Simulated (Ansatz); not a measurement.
Bulk crystal (Si₂W) after relaxation:

```xyz
3
Lattice="-1.6056 1.6056 3.9023 1.6056 -1.6056 3.9023 1.6056 1.6056 -3.9023" Properties=species:S:1:pos:R:3 pbc="T T T"
Si    0.0000    0.0000    2.6132
Si    0.0000    0.0000    5.1914
W     0.0000    0.0000    0.0000
```

Miller indices refer to the conventional cell of I4/mmm (No. 139), a = 3.211 Å, b = 3.211 Å, c = 7.805 Å, α = 90.00°, β = 90.00°, γ = 90.00°.

Consider the (211) slab of 24 planes, 10.8 Å thick with 15 Å of vacuum as cut; outer planes Si (top) and Si (bottom), all atoms relaxed.

These are results of DFT r2SCAN, scalar-relativistic, plane waves, PAW (Ansatz), not measurements. Cutoff 500 eV; k points 8×6×1 on the computed 24-atom cell (Γ-centred); Gaussian smearing, width 0.10 eV; no spin polarisation. The cell repeats along c with a dipole correction in the vacuum.

The work function read from the bulk's Fermi level differs by 0.55 eV, so the slab's middle doesn't match the bulk reference (too thin, or relaxed to another structure or magnetic state).

(1) Predict the surface energy (mean of both faces).

(2) Predict the work function.

(3) The top two planes lie 0.473 Å apart in the bulk. How does relaxation change this?

Spin-orbit coupling is left out, which matters for the bands of heavy elements.

## Answers

(1) 2.47 J/m².

(2) 4.63 eV.

(3) The spacing becomes 0.550 Å (+16.2 %).